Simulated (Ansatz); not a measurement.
CuI (started from an entry of an open crystallographic database), relaxed with r2SCAN in Ansatz 0.2.0. It is cubic, F-43m (No. 216); a = 6.024 Å in the conventional setting, 27.33 Å³ an atom. Cu has 4 I at 2.61 Å; I has 4 Cu at 2.61 Å.

The axes x, y and z are those of this cell:
```xyz
2
Lattice="0.0000 3.0120 3.0120 3.0120 0.0000 3.0120 3.0120 3.0120 0.0000" Properties=species:S:1:pos:R:3 pbc="T T T"
Cu    1.5060    1.5060    1.5060
I     0.0000    0.0000    0.0000
```

Unstrained: PBE gives a direct gap of 1.173 eV at Γ. The r2SCAN gap is direct at Γ: 1.667 eV. The HSE06 gap is direct at Γ: 2.670 eV. Meshes: PBE 8×8×8, r2SCAN 8×8×8, HSE06 6×6×6. Strains are changes of length per length, and xy shears are angles. After each strain the atoms were relaxed again with r2SCAN within the symmetry that the strain leaves, so tilts or polar shifts that break it weren't tested; points keep the names that they have in the unstrained zone. The values are computed, spin-unpolarised, and not measurements.

Problem. Apply biaxial +4.59 % in x and y, z held. How far does the gap move, against the unstrained cell?

Solution. PBE: the gap goes from 1.173 to 0.912 eV (-0.261 eV); with r2SCAN the top three valence levels at Γ, degenerate before, become 1+2 from the top over 57 meV. r2SCAN: the gap goes from 1.667 to 1.385 eV (-0.282 eV). HSE06: the gap goes from 2.670 to 2.455 eV (-0.215 eV). The r2SCAN energy rises by 30.0 meV an atom.

Problem. Estimate what xy shear, engineering strain (angle) -0.92 % does to the gap.

Solution. PBE: the gap goes from 1.173 to 1.166 eV (-0.007 eV); with r2SCAN the top three valence levels at Γ, degenerate before, become 1+1+1 from the top over 12 meV. r2SCAN: the gap goes from 1.667 to 1.660 eV (-0.007 eV). HSE06: the gap goes from 2.670 to 2.660 eV (-0.010 eV). The r2SCAN energy rises by 0.2 meV an atom.

Problem. Estimate what isotropic -4.56 % on every length does to the gap.

Solution. PBE: the gap goes from 1.173 to 1.598 eV (+0.425 eV). r2SCAN: the gap goes from 1.667 to 2.131 eV (+0.464 eV). HSE06: the gap goes from 2.670 to 3.009 eV (+0.339 eV). The r2SCAN energy rises by 84.1 meV an atom.

Problem. Estimate what epitaxial +5.68 % in the xy plane, free normal strain -7.84 % does to the gap.

Solution. PBE: the gap goes from 1.173 to 0.998 eV (-0.175 eV); with r2SCAN the top three valence levels at Γ, degenerate before, become 1+2 from the top over 153 meV. r2SCAN: the gap goes from 1.667 to 1.494 eV (-0.173 eV). HSE06: the gap goes from 2.670 to 2.500 eV (-0.170 eV). The r2SCAN energy rises by 20.7 meV an atom.

Spin-orbit coupling is left out, which matters wherever the heavy atoms make up the band edges.

The meshes of the hybrids are coarse, so their gaps aren't converged to the digits shown.

The splittings at Γ are without spin-orbit coupling, which regroups them where it is of like size or larger.
